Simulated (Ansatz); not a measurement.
# Eu (Fm-3m) in Ansatz: notebook

Runs on Eu. Level: PBE. Tasks: single point.

All numbers are computed with Ansatz 0.2.0; they aren't measurements. Logs are shortened: lines on timing, memory, paths and dates and some standing lists are left out, and cuts for length are marked.

## Step 1: The crystal as given

It takes space group Fm-3m (No. 225, cubic). Conventional cell: a = 5.579 Å, b = 5.579 Å, c = 5.579 Å, α = 90.00°, β = 90.00°, γ = 90.00°. Around Eu (site symmetry m-3m) lie 12 Eu at 3.94 Å.

This isn't the form of Eu at room conditions, which is bcc.

## Step 2: Single point, PBE, collinear spin, program default start

Contents of input.yaml:

```yaml
crystal:
  lattice:
    - [0.0, 2.7893026914, 2.7893026914]
    - [2.7893026914, 0.0, 2.7893026914]
    - [2.7893026914, 2.7893026914, 0.0]
  atoms:
    - { symbol: Eu, position: [0.0, 0.0, 0.0] }
hamiltonian:
  xc: pbe
  pseudopotentials: { kind: paw }
magnetization:
  spin_polarized: true
  initial_magnetization: 0.0
  spin_locking: { lock_magnetization: hard }
kpoints:
  mp_grid: { grid: [7, 7, 7] }
scf:
  occupations: { method: fermi_dirac, width: 0.05 }
  lower_state_search: "off"
output:
  forces: true
  stress: true
  eigenvalues: true
```

Potentials or basis: Ansatz PAW.

The run is started by

```console
ansatz run input.yaml --threads 2 --pin off --max-ram 5632MiB --backend cpu --events-out ev --progress --plain --runs-dir out
```

Log:

```text
Warning: output.stress: scf.convergence.dr2_threshold = 1e-7 eV (the SCF's general default) is looser than the 1e-10 eV advised for a printed stress (1e-10 eV for each atom of the cell: 1). What an SCF threshold leaves in a stress goes as its square root, and in the free energy as the threshold itself, and one threshold admits the most on a small cell: of the crystals measured, under no hybrid functional and no lock of the moments, on runs that ended without the residual-converged pass, on stresses that held no estimate of that error, the worst erred by over 100 MPa in a component at 1e-7 eV an atom and by under 5 at 1e-10. Set scf.convergence.dr2_threshold to 1e-10 eV or tighter. The threshold is an SCF's pass mark: one that does not reach it within its budget of iterations ends unconverged, or closes short of it on a stop that the run arms, and scf.convergence.dr2_threshold's page says what that costs each kind of run
Warning: RAYON_NUM_THREADS=2 ignored (pool sized by the plan → 2); use --threads N
band count auto-derived: 16, from the close of a first SCF at 13 (N_el = 17.0; filled up to band 9; 13 by the electrons, moments and atoms)
Engine: ansatz 0.2.0, aarch64-unknown-linux-gnu
Pseudopotentials: kind: paw
Pseudopotential: Eu, paw, valence charge 17, recommended cutoff 420 eV (normal), Eu.paw.azcp
Functional definition: PBE
  parameter kappa = 0.804
  parameter beta = 0.06672455060314922
  exchange = pbe_x(kappa = kappa, mu = beta*pi^2/3)
  correlation = pbe_c(beta = beta)
Crystal: 1 atoms, lattice volume = 43.403 Å³
Basis set: ecut = 420 eV, 869 PW (Γ), exchange–correlation on 54×54×54 points (8 copies of the dense FFT grid, shifted against one another)
Bands: 13, of which v1, the nominal top of the filled ones, is band 9 counted from 1 (8 counted from 0)
Symmetry: 48 space group operations
Space group: Fm-3m (ITA 225), of the structure as read, at distance tolerance 3.5e-5 Å
k-points: 20 of 343
Non-local potential: Eu, projectors of the file, l = 0: 3, l = 1: 2, l = 2: 2, l = 3: 3
PAW form: soft (Blöchl's): semilocal exchange-correlation on the pseudo side does not see the compensation charge
PAW one-centre angular grid: Eu, 590 points (default); XC on 64 Gauss nodes
Initial density: superposition of atomic densities (chi_scale 0.1, normalization cell)
Initial wavefunctions: pseudopotential atomic-orbital guess
Functional: x = pbe(κ = 0.804, μ = 0.2195149727645171), c = pbe(β = 0.06672455060314922)
SCF iter   1: F=—  HF=-8759.792441 eV  |F-HF|=—  |Δ(HF+E_count)|=         —  Δρ=8.74e-2 (↑8.74e-2 ↓8.74e-2)  dr2=1.13e1  dr2_m=0.00e0  M=0.000 μB ∫|m|=0.000 μB  β_m=0.30  ethr=3.10e-3  ⟨swp⟩=5.0  Hψ=1207  notcnv=0
preconditioner: auto → Kerker (q_TF=auto, 2.334 Å⁻¹)  [metal: Δε(μ)=0.001 eV  Ē_g=8.031 eV  σ=0.050 eV  W_gap=0.01  n_scr=14 (ndim 8)  ℏωp=21.8 eV  f_vac=0.000  D(μ)=57.40/eV (n_scr^D=2732)]
spin=Collinear: Kerker preconditioning applied to the charge; magnetization (m = ρ↑ − ρ↓) channel mixes plain (no charge-response kernel on spin).
SCF iter   2: F=—  HF=-8764.592164 eV  |F-HF|=—  |Δ(HF+E_count)|=    4.80e0  Δρ=2.74e-1 (↑2.74e-1 ↓2.74e-1)  dr2=1.08e2  dr2_m=0.00e0  M=0.000 μB ∫|m|=0.000 μB  β_m=0.19  ethr=3.10e-3  ⟨swp⟩=4.5  Hψ=894  notcnv=0  defer=1  recentre
SCF iter   3: F=—  HF=-8759.218444 eV  |F-HF|=—  |Δ(HF+E_count)|=    5.37e0  Δρ=1.18e-2 (↑1.18e-2 ↓1.18e-2)  dr2=1.92e-1  dr2_m=0.00e0  M=0.000 μB ∫|m|=0.000 μB  β_m=0.23  ethr=3.10e-3  ⟨swp⟩=2.5  Hψ=746  notcnv=3
SCF iter   4: F=—  HF=-8759.213096 eV  |F-HF|=—  |Δ(HF+E_count)|=   5.35e-3  Δρ=9.45e-3 (↑9.45e-3 ↓9.45e-3)  dr2=1.25e-1  dr2_m=0.00e0  M=0.000 μB ∫|m|=0.000 μB  β_m=0.44  ethr=1.13e-3  ⟨swp⟩=1.3  Hψ=426  notcnv=0
SCF iter   5: F=—  HF=-8759.212873 eV  |F-HF|=—  |Δ(HF+E_count)|=   2.24e-4  Δρ=5.65e-3 (↑5.65e-3 ↓5.65e-3)  dr2=3.90e-2  dr2_m=0.00e0  M=0.000 μB ∫|m|=0.000 μB  β_m=0.38  ethr=7.36e-4  ⟨swp⟩=1.0  Hψ=276  notcnv=0
SCF iter   6: F=—  HF=-8759.212789 eV  |F-HF|=—  |Δ(HF+E_count)|=   8.33e-5  Δρ=1.89e-3 (↑1.89e-3 ↓1.89e-3)  dr2=2.91e-3  dr2_m=0.00e0  M=0.000 μB ∫|m|=0.000 μB  β_m=0.69  ethr=2.30e-4  ⟨swp⟩=1.0  Hψ=260  notcnv=0
SCF iter   7: F=—  HF=-8759.220748 eV  |F-HF|=—  |Δ(HF+E_count)|=   7.96e-3  Δρ=1.24e-2 (↑1.24e-2 ↓1.24e-2)  dr2=2.06e-1  dr2_m=0.00e0  M=0.000 μB ∫|m|=0.000 μB  β_m=0.48  ethr=1.71e-5  ⟨swp⟩=2.0  Hψ=514  notcnv=0
SCF iter   8: F=—  HF=-8759.222056 eV  |F-HF|=—  |Δ(HF+E_count)|=   1.31e-3  Δρ=1.07e-2 (↑1.07e-2 ↓1.07e-2)  dr2=1.48e-1  dr2_m=0.00e0  M=0.000 μB ∫|m|=0.000 μB  β_m=0.10  ethr=1.71e-5  ⟨swp⟩=1.0  Hψ=292  notcnv=0
SCF iter   9: F=—  HF=-8759.216089 eV  |F-HF|=—  |Δ(HF+E_count)|=   5.97e-3  Δρ=8.65e-3 (↑8.65e-3 ↓8.65e-3)  dr2=9.30e-2  dr2_m=0.00e0  M=0.000 μB ∫|m|=0.000 μB  β_m=0.14  ethr=1.71e-5  ⟨swp⟩=2.0  Hψ=349  notcnv=0
SCF iter  10: F=—  HF=-8759.208635 eV  |F-HF|=—  |Δ(HF+E_count)|=   7.45e-3  Δρ=4.50e-3 (↑4.50e-3 ↓4.50e-3)  dr2=2.55e-2  dr2_m=0.00e0  M=0.000 μB ∫|m|=0.000 μB  β_m=0.24  ethr=1.71e-5  ⟨swp⟩=2.2  Hψ=433  notcnv=0
SCF iter  11: F=—  HF=-8759.217870 eV  |F-HF|=—  |Δ(HF+E_count)|=   9.24e-3  Δρ=5.16e-3 (↑5.16e-3 ↓5.16e-3)  dr2=2.92e-2  dr2_m=0.00e0  M=0.000 μB ∫|m|=0.000 μB  β_m=0.62  ethr=1.71e-5  ⟨swp⟩=1.8  Hψ=347  notcnv=0
SCF iter  12: F=—  HF=-8759.212508 eV  |F-HF|=—  |Δ(HF+E_count)|=   5.36e-3  Δρ=2.26e-3 (↑2.26e-3 ↓2.26e-3)  dr2=4.96e-3  dr2_m=0.00e0  M=0.000 μB ∫|m|=0.000 μB  β_m=0.45  ethr=1.71e-5  ⟨swp⟩=2.5  Hψ=471  notcnv=0
SCF iter  13: F=—  HF=-8759.216995 eV  |F-HF|=—  |Δ(HF+E_count)|=   4.49e-3  Δρ=1.91e-3 (↑1.91e-3 ↓1.91e-3)  dr2=1.04e-3  dr2_m=0.00e0  M=0.000 μB ∫|m|=0.000 μB  β_m=0.82  ethr=1.71e-5  ⟨swp⟩=1.4  Hψ=275  notcnv=0
SCF iter  14: F=—  HF=-8759.210598 eV  |F-HF|=—  |Δ(HF+E_count)|=   6.40e-3  Δρ=1.56e-3 (↑1.56e-3 ↓1.56e-3)  dr2=1.04e-3  dr2_m=0.00e0  M=0.000 μB ∫|m|=0.000 μB  β_m=0.34  ethr=6.14e-6  ⟨swp⟩=2.0  Hψ=313  notcnv=0
SCF iter  15: F=—  HF=-8759.205230 eV  |F-HF|=—  |Δ(HF+E_count)|=   5.37e-3  Δρ=1.23e-3 (↑1.23e-3 ↓1.23e-3)  dr2=7.95e-4  dr2_m=0.00e0  M=0.000 μB ∫|m|=0.000 μB  β_m=0.98  ethr=6.10e-6  ⟨swp⟩=2.4  Hψ=394  notcnv=0
SCF iter  16: F=—  HF=-8759.199400 eV  |F-HF|=—  |Δ(HF+E_count)|=   5.83e-3  Δρ=2.68e-3 (↑2.68e-3 ↓2.68e-3)  dr2=9.87e-3  dr2_m=0.00e0  M=0.000 μB ∫|m|=0.000 μB  β_m=0.62  ethr=4.68e-6  ⟨swp⟩=2.9  Hψ=507  notcnv=0  recentre
[... 56 lines left out ...]
  E_smearing   = -0.240473  (= −TS)
  E_closure    = 0.000000  (closes the sum)
  Σ components = -8759.259794   (vs F -8759.259794, Δ=0.00e0)
--- Forces (eV/Å), atoms counted from 1 ---
  atom   1  Eu     0.00000000    -0.00000000     0.00000000
  max |Σ_I F_I| component: 4.42e-29 eV/Å
--- Band table (eV; the first three rows and the last of 40) ---
  k-point 0 ↑: bands = ["-32.3608", "-11.0660", "-11.0660", "-11.0660", "4.7978", "8.3874", "8.6308", "8.6308", "8.6308", "8.9560", "8.9560", "8.9560", "10.8380"]
  k-point 1 ↑: bands = ["-32.3555", "-11.1451", "-11.0764", "-11.0764", "5.2198", "8.3893", "8.6191", "8.6448", "8.6448", "8.9170", "8.9170", "8.9569", "10.4493"]
  k-point 2 ↑: bands = ["-32.3434", "-11.3173", "-11.0995", "-11.0995", "6.2728", "8.4154", "8.5906", "8.6813", "8.6813", "8.8580", "8.8580", "8.9591", "9.8357"]
  k-point 19 ↓: bands = ["-32.3236", "-11.3462", "-11.3218", "-11.1963", "8.3997", "8.5708", "8.6475", "8.6588", "8.7429", "8.8195", "8.8223", "8.8933", "9.1629"]
Bands: 16, of which v1, the nominal top of the filled ones, is band 9 counted from 1 (8 counted from 0)
Initial density: handed on by an earlier stage of this run
iter 1 solved again at ethr=2.06e-9 eV; its pass at ethr=3.10e-3 eV (dr2=3.50e-7 eV) is discarded
SCF iter   1: F=—  HF=-8759.259794 eV  |F-HF|=—  |Δ(HF+E_count)|=         —  Δρ=2.04e-6 (↑2.04e-6 ↓2.04e-6)  dr2=2.81e-9  dr2_m=0.00e0  M=0.000 μB ∫|m|=0.000 μB  β_m=0.30  ethr=2.06e-9  ⟨swp⟩=4.2  Hψ=2608  notcnv=0
preconditioner: auto → Kerker (q_TF=auto, 2.334 Å⁻¹)  [metal: Δε(μ)=0.002 eV  Ē_g=9.240 eV  σ=0.050 eV  W_gap=0.01  n_scr=14 (ndim 8)  ℏωp=21.8 eV  f_vac=0.000  D(μ)=29.88/eV (n_scr^D=964)]
spin=Collinear: Kerker preconditioning applied to the charge; magnetization (m = ρ↑ − ρ↓) channel mixes plain (no charge-response kernel on spin).
SCF iter   2: F=—  HF=-8759.259794 eV  |F-HF|=—  |Δ(HF+E_count)|=   1.36e-8  Δρ=1.76e-5 (↑1.76e-5 ↓1.76e-5)  dr2=4.84e-7  dr2_m=0.00e0  M=0.000 μB ∫|m|=0.000 μB  β_m=0.30  ethr=1.65e-11  ⟨swp⟩=6.6  Hψ=1311  notcnv=0
SCF iter   3: F=-8759.259794 eV  HF=-8759.259794 eV  |F-HF|=4.24e-9  |Δ(HF+E_count)|=   1.64e-8  Δρ=1.15e-6 (↑1.15e-6 ↓1.15e-6)  dr2=2.76e-9  dr2_m=0.00e0  M=0.000 μB ∫|m|=0.000 μB  ethr=1.65e-11  ⟨swp⟩=1.0  Hψ=951  notcnv=0
SCF 2 converged in 3 iterations: F = -8759.259794 eV  dr2 = 2.76e-9
SCF converged after 46 iterations (43 of them on 13 bands)
Magnetization: 0.0000 μB (8.5000 up, 8.5000 down)
Absolute magnetization: 0.0000 μB (∫|ρ↑−ρ↓|)
Spin contamination: 0.0000 ħ² per cell (⟨S²⟩ above its minimum at these occupations)
Per-site moments (μB) at R_I (Å): [(0.0, 1.6271762494934332)]
Free energy (F): -8759.259794 eV
Harris-Foulkes:  -8759.259794 eV  (|F-HF|=4.24e-9)
Internal energy: -8759.019322 eV  (E = F + TS)
E sigma→0 (E₀):  -8759.139558 eV
Entropy (-TS):   -0.240471 eV (-240.471 meV/atom)
Fermi energy:    8.732404 (↑ 8.732404, ↓ 8.732404) eV
--- Per-component energies (eV) ---
  E_band       = -56.935527
  E_kinetic    = 356.752125
  E_local      = -2156.563120  (includes V_loc(G=0)·N_el)
  E_nonlocal   = 457.643033
  E_hartree    = 846.310827
  E_xc         = -179.096882
  E_vxc        = -205.071931  (∫ρ·V_xc dr)
  E_paw        = -6373.970134  (= ΣΔE_a)
  E_vpaw       = -202.314576  (= ΣTr[D̂ρ^β])
  E_aug_tail   = 0.000000  (compensation charges beyond the density's cutoff)
  E_ewald      = -1710.095172
  E_smearing   = -0.240471  (= −TS)
  E_closure    = 0.000000  (closes the sum)
  Σ components = -8759.259794   (vs F -8759.259794, Δ=0.00e0)
--- Forces (eV/Å), atoms counted from 1 ---
  atom   1  Eu     0.00000000    -0.00000000    -0.00000000
  max |Σ_I F_I| component: 4.21e-29 eV/Å
--- Stress (GPa, compression-positive) ---
       -3.998978       0.000000      -0.000000
        0.000000      -3.998978      -0.000000
        0.000000       0.000000      -3.998978
  P = ⅓ Tr σ = -3.9990 GPa (-39.990 kbar)
--- Band table (eV; the first three rows and the last of 40) ---
  k-point 0 ↑: bands = ["-32.3608", "-11.0660", "-11.0660", "-11.0660", "4.7978", "8.3873", "8.6308", "8.6308", "8.6308", "8.9560", "8.9560", "8.9560", "10.8380", "10.8380", "10.8380", "12.6510"]
  k-point 1 ↑: bands = ["-32.3555", "-11.1451", "-11.0764", "-11.0764", "5.2198", "8.3893", "8.6191", "8.6448", "8.6448", "8.9170", "8.9170", "8.9569", "10.4493", "11.0334", "11.0334", "12.4945"]
  k-point 2 ↑: bands = ["-32.3434", "-11.3172", "-11.0994", "-11.0994", "6.2728", "8.4154", "8.5906", "8.6812", "8.6812", "8.8580", "8.8580", "8.9590", "9.8357", "11.0162", "11.0162", "12.8597"]
  k-point 19 ↓: bands = ["-32.3236", "-11.3461", "-11.3218", "-11.1963", "8.3997", "8.5707", "8.6475", "8.6588", "8.7429", "8.8194", "8.8222", "8.8933", "9.1629", "9.7446", "11.7594", "13.9522"]
```

Wall time 11 s (2 threads of Arm Neoverse N1, shared host); peak memory 0.3 GiB.

Results:

```yaml
Free_energy: -8759.2598 eV
Pressure: -4.0 GPa
Net_moment: 0.00 μB per cell
Absolute_moment: 0.00 μB per cell
```

Caveat: spin-orbit coupling is left out, which moves the levels of the heavy elements; the total moment is fixed, so each spin has its own Fermi level; the thresholds are loose for stress. The state reached can hang on the start; a lower one may exist.

## Step 3: Single point, PBE, collinear spin, ferromagnetic start

Changes to input.yaml since step 2:

```diff
@@ -6,3 +6,3 @@
   atoms:
-    - { symbol: Eu, position: [0.0, 0.0, 0.0] }
+    - { symbol: Eu, position: [0.0, 0.0, 0.0], spin: 1.8 }
 hamiltonian:
@@ -12,3 +12,3 @@
   spin_polarized: true
-  initial_magnetization: 0.0
+  initial_magnetization: 1.8
   spin_locking: { lock_magnetization: hard }
@@ -23 +23,5 @@
   eigenvalues: true
+  write_density: true
+  write_potential: true
+  elf: true
+  volumetric_format: npy
```

Potentials or basis: Ansatz PAW.

The run is started by

```console
ansatz run input.yaml --threads 2 --pin off --max-ram 5632MiB --backend cpu --events-out ev --progress --plain --runs-dir out
```

Log:

```text
Warning: output.stress: scf.convergence.dr2_threshold = 1e-7 eV (the SCF's general default) is looser than the 1e-10 eV advised for a printed stress (1e-10 eV for each atom of the cell: 1). What an SCF threshold leaves in a stress goes as its square root, and in the free energy as the threshold itself, and one threshold admits the most on a small cell: of the crystals measured, under no hybrid functional and no lock of the moments, on runs that ended without the residual-converged pass, on stresses that held no estimate of that error, the worst erred by over 100 MPa in a component at 1e-7 eV an atom and by under 5 at 1e-10. Set scf.convergence.dr2_threshold to 1e-10 eV or tighter. The threshold is an SCF's pass mark: one that does not reach it within its budget of iterations ends unconverged, or closes short of it on a stop that the run arms, and scf.convergence.dr2_threshold's page says what that costs each kind of run
Warning: RAYON_NUM_THREADS=2 ignored (pool sized by the plan → 2); use --threads N
band count auto-derived: 16, from the close of a first SCF at 14 (N_el = 17.0; filled up to band 10; 14 by the electrons, moments and atoms)
[... 5 set-up lines as earlier in the session ...]
[... 132 lines left out ...]
  Σ components = -8761.718144   (vs F -8761.718144, Δ=0.00e0)
--- Forces (eV/Å), atoms counted from 1 ---
  atom   1  Eu     0.00000000    -0.00000000    -0.00000000
  max |Σ_I F_I| component: 2.73e-29 eV/Å
--- Stress (GPa, compression-positive) ---
       -1.558634      -0.000000       0.000000
        0.000000      -1.558634       0.000000
        0.000000       0.000000      -1.558634
  P = ⅓ Tr σ = -1.5586 GPa (-15.586 kbar)
--- Band table (eV; the first three rows and the last of 40) ---
  k-point 0 ↑: bands = ["-32.4535", "-11.1559", "-11.1559", "-11.1559", "4.5741", "7.5728", "7.9825", "7.9825", "7.9825", "9.8557", "9.8557", "9.8557", "10.7331", "10.7331", "10.7331", "12.4956"]
  k-point 1 ↑: bands = ["-32.4481", "-11.2357", "-11.1662", "-11.1662", "4.9965", "7.5817", "7.9727", "7.9959", "7.9959", "9.7923", "9.7923", "9.8568", "10.2992", "10.9437", "10.9437", "12.3400"]
  k-point 2 ↑: bands = ["-32.4360", "-11.4095", "-11.1893", "-11.1893", "6.0520", "7.6182", "7.9510", "8.0313", "8.0313", "9.6188", "9.7203", "9.7203", "9.8593", "10.8895", "10.8895", "12.7414"]
  k-point 19 ↓: bands = ["-31.7757", "-10.9172", "-10.8922", "-10.7623", "8.4856", "8.5477", "8.5556", "8.8088", "9.2960", "9.8351", "10.4402", "10.4489", "10.5332", "10.7244", "12.0068", "14.1968"]
```

v_z.tsv:

```text
# z_ang	v_es[eV]	v_tot_up[eV]	v_tot_dn[eV]
# format = ansatz-planar-average/11
# xc	pbe
# density_cutoff_ev	1680
# datasets	Eu=:simpson_from_first_knot:soft
# lattice	0.000000000	2.789302691	2.789302691
# lattice	2.789302691	0.000000000	2.789302691
# lattice	2.789302691	2.789302691	0.000000000
# sites	1
# site	63	0.000000000	0.000000000	0.000000000
0.000000	-2.587644e0	-1.351545e1	-1.352677e1
0.146099	-2.322645e0	-1.324732e1	-1.316346e1
0.292198	-1.562094e0	-1.243189e1	-1.212593e1
0.438297	-3.899239e-1	-1.106709e1	-1.054559e1
0.584396	1.085875e0	-9.217841e0	-8.583355e0
0.730494	2.741390e0	-7.028377e0	-6.393990e0
[... 19 lines left out ...]
3.652472	-1.562094e0	-1.243189e1	-1.212593e1
3.798571	-2.322645e0	-1.324732e1	-1.316346e1
```

Wall time 16 s (2 threads of Arm Neoverse N1, shared host); peak memory 0.31 GiB.

Results:

| Property | Result |
| --- | --- |
| Free energy | -8761.7181 eV |
| Pressure | -1.6 GPa |
| Net moment | 1.80 μB per cell |
| Absolute moment | 3.28 μB per cell |
| Site moments | Eu +1.57 μB |

Caveat: spin-orbit coupling is left out, which moves the levels of the heavy elements; the total moment is fixed, so each spin has its own Fermi level; the thresholds are loose for stress. The state reached can hang on the start; a lower one may exist.

## Step 4: Single point, PBE, collinear spin, ferromagnetic start

Changes to input.yaml since step 3:

```diff
@@ -6,3 +6,3 @@
   atoms:
-    - { symbol: Eu, position: [0.0, 0.0, 0.0], spin: 1.8 }
+    - { symbol: Eu, position: [0.0, 0.0, 0.0], spin: 3.5 }
 hamiltonian:
@@ -12,3 +12,3 @@
   spin_polarized: true
-  initial_magnetization: 1.8
+  initial_magnetization: 3.5
   spin_locking: { lock_magnetization: hard }
@@ -23,5 +23 @@
   eigenvalues: true
-  write_density: true
-  write_potential: true
-  elf: true
-  volumetric_format: npy
```

The run is started by

```console
ansatz run input.yaml --threads 2 --pin off --max-ram 5632MiB --backend cpu --events-out ev --progress --plain --runs-dir out
```

Wall time 4.8 s (2 threads of Arm Neoverse N1, shared host); peak memory 0.29 GiB.

Results (log left out):

| Item | Value |
| --- | --- |
| Free energy | -8763.6543 eV |
| Pressure | -1.4 GPa |
| Net moment | 3.50 μB per cell |
| Absolute moment | 7.36 μB per cell |
| Site moments | Eu +4.56 μB |

Caveat: spin-orbit coupling is left out, which moves the levels of the heavy elements; the total moment is fixed, so each spin has its own Fermi level; the thresholds are loose for stress. The state reached can hang on the start; a lower one may exist.

## Step 5: The runs side by side

| spin | fixed moment (μB) | pressure (GPa) | moment (μB) |
| --- | --- | --- | --- |
| collinear, program default start | 0.0 | -4.0 | 0.00 |
| collinear, ferromagnetic start | 1.8 | -1.6 | 1.80 |
| collinear, ferromagnetic start | 3.5 | -1.4 | 3.50 |

Alike in all rows: task single point; level PBE; potentials or basis Ansatz PAW; cell as given; k mesh 7 × 7 × 7; cutoff (eV) 420; smearing fermi-dirac 0.05 eV.

Caveats: spin-orbit coupling is left out, which moves the levels of the heavy elements; the total moment is fixed, so each spin has its own Fermi level; the thresholds are loose for stress.

Absolute energies hang on the potentials; compare differences alone.
